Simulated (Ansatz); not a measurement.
# SiO2: tests of the settings

One table from this session's results is given with a row withheld; the runs are named, their logs left out.

Computed with Ansatz 0.2.0 (DFT r2SCAN, scalar-relativistic, plane waves, PAW, unless a step's input says otherwise).

1 further run of the same task is left out (set aside as unsound or not needed).

**The structure to begin with**

Symmetry: I-42d, No. 122, tetragonal system. The conventional cell has a = 4.748 Å, b = 4.748 Å, c = 7.488 Å, α = 90.00°, β = 90.00°, γ = 90.00°. Si (site symmetry -4) has 4 O at 1.62 Å as nearest neighbours. O (site symmetry 2) has 2 Si at 1.62 Å as nearest neighbours.

Coordinates:

```cif
data_structure
_symmetry_space_group_name_H-M 'I-42d'
_symmetry_Int_Tables_number 122
_cell_length_a 4.7481
_cell_length_b 4.7481
_cell_length_c 7.4880
_cell_angle_alpha 90.000
_cell_angle_beta 90.000
_cell_angle_gamma 90.000
_cell_volume 168.81
loop_
_atom_site_label
_atom_site_type_symbol
_atom_site_symmetry_multiplicity
_atom_site_Wyckoff_symbol
_atom_site_fract_x
_atom_site_fract_y
_atom_site_fract_z
_atom_site_occupancy
Si1 Si 4 a 0.00000 0.00000 0.00000 1
O1 O 8 d 0.25000 0.62338 0.37500 1
```

The structure comes from the Crystallography Open Database; it is used as listed.

**The base run, which the others are set against**

input.yaml

```yaml
crystal:
  lattice:
    - [-2.37405, 2.37405, 3.744]
    - [2.37405, -2.37405, 3.744]
    - [2.37405, 2.37405, -3.744]
  atoms:
    - { symbol: Si, position: [0.0, 0.0, 0.0] }
    - { symbol: Si, position: [0.75, 0.25, 0.5] }
    - { symbol: O, position: [0.99838, 0.625, 0.87338] }
    - { symbol: O, position: [0.375, 0.24838, 0.37338] }
    - { symbol: O, position: [0.75162, 0.125, 0.12662] }
    - { symbol: O, position: [0.875, 0.00162, 0.62662] }
basis:
  ecutwfc: 500
kpoints:
  mp_grid: { grid: [8, 8, 8] }
hamiltonian:
  xc: r2scan
scf:
  occupations: { method: gaussian, width: 0.02 }
output:
  forces: true
  stress: true
  eigenvalues: true
  populations: true
  write_density: true
  write_potential: true
  elf: true
  volumetric_format: npy
```

It was run beforehand and gave: -593.3520 eV/atom at zero smearing, pressure -1.32 GPa, largest force 0.193 eV/Å, gap on the mesh 6.70 eV, in 6 SCF cycles and 19 s.

Set-up of the first run:

input.yaml

```yaml
crystal:
  lattice:
    - [-2.37405, 2.37405, 3.744]
    - [2.37405, -2.37405, 3.744]
    - [2.37405, 2.37405, -3.744]
  atoms:
    - { symbol: Si, position: [0.0, 0.0, 0.0] }
    - { symbol: Si, position: [0.75, 0.25, 0.5] }
    - { symbol: O, position: [0.99838, 0.625, 0.87338] }
    - { symbol: O, position: [0.375, 0.24838, 0.37338] }
    - { symbol: O, position: [0.75162, 0.125, 0.12662] }
    - { symbol: O, position: [0.875, 0.00162, 0.62662] }
basis:
  ecutwfc: 150
kpoints:
  mp_grid: { grid: [8, 8, 8] }
hamiltonian:
  xc: r2scan
scf:
  occupations: { method: gaussian, width: 0.02 }
output:
  forces: true
  stress: true
  eigenvalues: true
```

On the command line:

```console
$ ansatz run input.yaml --threads 1 --pin off --max-ram 2560MiB --backend cpu --events-out ev --progress --plain --runs-dir out
```

Among the steps run: Plane-wave cutoff set to 150 eV; Plane-wave cutoff set to 200 eV; Plane-wave cutoff set to 250 eV; Plane-wave cutoff set to 300 eV; Plane-wave cutoff set to 350 eV; Plane-wave cutoff: 380 eV; Plane-wave cutoff set to 460 eV; Plane-wave cutoff: 520 eV; Plane-wave cutoff set to 600 eV; Plane-wave cutoff: 700 eV; Plane-wave cutoff set to 850 eV.

One of the session's tables, all rows but one given; the rest of the session is left out.

It belongs to the step «What the plane-wave cutoff changes». 

```
cutoff (eV)  ΔE (meV/atom)  pressure (GPa)  largest change of a force component (eV/Å)  gap on the mesh (eV)
        150          13078          -18.39                                       0.807                 5.184
        200           4473            2.93                                       0.368                 6.122
        250           1204            1.45                                       0.260                 6.569
        300            279           -1.28                                       0.007                 6.652
        350           53.5           -1.40                                       0.001                 6.689
        380              ?               ?                                           ?                     ?
        460           3.98           -1.32                                       0.002                 6.696
        500           3.51           -1.32                                       0.002                 6.696
        520           3.15           -1.32                                       0.002                 6.696
        600           1.27           -1.33                                       0.001                 6.695
        700           0.30           -1.34                                       0.000                 6.695
        850           0.00           -1.34                                       0.000                 6.695
```

**Question.** Estimate the row for cutoff (eV) = 380.

Worked estimate for «ΔE (meV/atom)». A straight line through the neighbours (350, 53.5) and (460, 3.98) gives 53.5 + (3.98 − 53.5) × (380 − 350) / (460 − 350) = 40.0; a parabola fitted to 4 rows on both sides gives 13.6.

**Answer.** ΔE (meV/atom): 18.5; pressure (GPa): -1.37; largest change of a force component (eV/Å): 0.001; gap on the mesh (eV): 6.692. In «ΔE (meV/atom)» the line misses by +21.5 and the parabola by -4.9.

To keep in mind: The settings are coarse, so take the values as rough. Warnings in the runs' records: cutoff below recommended.
